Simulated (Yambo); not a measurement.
**AlN in Yambo: convergence with bands in self energy**

The system is AlN.

```xyz
2
Lattice="0.0000 2.1840 2.1840 2.1840 0.0000 2.1840 2.1840 2.1840 0.0000" Properties=species:S:1:pos:R:3 pbc="T T T"
Al    0.0000    0.0000    0.0000
N     1.0920    1.0920    1.0920
```

Measurements of this composition are mostly on another form, of space group No. 186.

- Program: Yambo 5.3.0
- Task: G0W0 quasiparticle levels
- Functional: PBE
- Potentials or basis: PseudoDojo 0.4.1 SR PBE standard
- Cutoff: 680 eV
- Density cutoff: 2748 eV
- k mesh: 6 × 6 × 6
- Occupations: fixed
- Spin: no spin polarisation
- k mesh of the self-consistent run: 10 × 10 × 10
- Random integration of the Coulomb term: yes
- Direction of the field or of q to 0: x + y + z
- Broadening: 0.1 eV
- States corrected: Γ and the k points of the band edges
- Frequency dependence of W: plasmon pole
- Terminator of the band sum in the self-energy: none
- Quasiparticle equation: linearised (Newton)
- Imaginary frequency of the plasmon-pole fit: 27.2114 eV
- Bands in the response: 104
- Bands in the self-energy: 9
- Cutoff of the response matrix: 12 Ry
- Cutoff of exchange and Vxc: 50 Ry
- Bands corrected (first, last): [2, 5]

These are the settings of the first run; the series varies bands in self energy, with any setting tied to it.

| bands in self energy | quasiparticle gap at the points computed (eV) |
| --- | --- |
| 9 | 4.026 |
| 14 | 4.078 |
| 24 | 4.187 |
| 44 | 4.343 |
| 104 | 4.488 |

Not settled before the last step: the quasiparticle gap at the points computed (to 0.05 eV). The tightest run that finished is the yardstick and may itself not be fully converged.

Caveat, for the tightest run too: this version prints the column dSc/dw multiplied by 27.2.
